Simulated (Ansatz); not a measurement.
Starting cell, CaF2 (fluorite):

```
CELL_PARAMETERS angstrom
      0.00000     5.51096     5.51096
      2.75548     2.75548     5.51096
      2.75548     2.75548     0.00000
ATOMIC_POSITIONS crystal
  Ca 0.00000 0.00000 0.00000
  Ca 0.50000 0.00000 0.00000
  F  0.00000 0.25000 0.25000
  F  0.50000 0.25000 0.25000
  F  0.00000 0.75000 0.75000
  F  0.50000 0.75000 0.75000
```

The atoms are displaced by Q × the pattern below (from a DFPT mode at X = (0.5, 0.5, 0.0), largest move 1; Q in Å), at fixed cell. It is one choice among 2 degenerate patterns. (q is in reciprocal vectors of the primitive cell; the cell shown is doubled to hold the pattern.)

| atom | x | y | z |
|---|---|---|---|
| Ca1 | 0.146 | 0.000 | 0.000 |
| Ca2 | -0.146 | 0.000 | 0.000 |
| F3 | 0.000 | -1.000 | 0.000 |
| F4 | 0.000 | 1.000 | 0.000 |
| F5 | 0.000 | -1.000 | 0.000 |
| F6 | 0.000 | 1.000 | 0.000 |

Calculation: PBE (plane waves to 420 eV, PAW, scalar-relativistic; Ansatz, a first-principles code). k mesh 10×10×10 (Γ-centred), Fermi-Dirac smearing 0.05 eV. Energies are smeared free energies. CaF2 was relaxed with its symmetry unable to fall. The zero of ΔE is the undisplaced structure.

**Question.** What ΔE (meV/cell) does the calculation give at Q (Å) = -0.150, -0.090, -0.030, 0.030, 0.060, 0.090, 0.120, 0.180?

**Answer.** 
| Q (Å) | ΔE (meV/cell) |
|---|---|
| -0.150 | 334 |
| -0.090 | 117 |
| -0.030 | 13 |
| 0.030 | 13 |
| 0.060 | 51 |
| 0.090 | 117 |
| 0.120 | 210 |
| 0.180 | 492 |

(For displaced atoms, the force is minus the slope of the energy, and its curvature is a force constant, which sets phonon frequencies.)
